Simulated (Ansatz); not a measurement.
Crystal: Pt.

```
Pt
1.0
     0.00000    1.96090    1.96090
     1.96090    0.00000    1.96090
     1.96090    1.96090    0.00000
Pt
1
Direct
  0.00000 0.00000 0.00000
```

- Program: Ansatz 0.2.0
- Task: relaxation of cell and atoms
- Functional: LDA
- Potentials or basis: Ansatz PAW
- Cutoff: 420 eV (not typed: the program's choice for these potentials)
- k mesh: 12 × 12 × 12
- Occupations: fermi-dirac, width 0.15 eV
- Spin: spin-orbit coupling, no magnetisation
- Hubbard terms: Pt d U = 2 eV

At the start: volume 15.08 Å³/atom.

How do energy, volume and symmetry change on relaxing?

It ends after 4 steps and the volume is 14.70 Å³/atom (-2.5 %); space group Fm-3m (No. 225, to 0.05 Å).

Step by step:
| step | energy change (eV) | largest force (eV/Å) | volume (Å³) |
| --- | --- | --- | --- |
| 1 | 0.0000 | 0.0000 | 15.08 |
| 2 | -0.0086 | 0.0000 | 14.74 |
| 3 | -0.0087 | 0.0000 | 14.70 |
| 4 | -0.0085 | 0.0000 | 14.70 |

Final structure:
```yaml
crystal:
  lattice:
    - [0.00000, 1.94446, 1.94446]
    - [1.94446, 0.00000, 1.94446]
    - [1.94446, 1.94446, 0.00000]
  atoms:
    - { symbol: Pt, position: [0.00000, 0.00000, 0.00000] }
```

Caveat: the plane-wave basis is chosen anew once the cell has moved, so the energies of steps on either side of that aren't comparable; the PAW data sets come from PBE, with cores solved anew for the run's functional, which leaves a small shift of forces and pressure; the U is typed as a test and isn't derived for this compound.
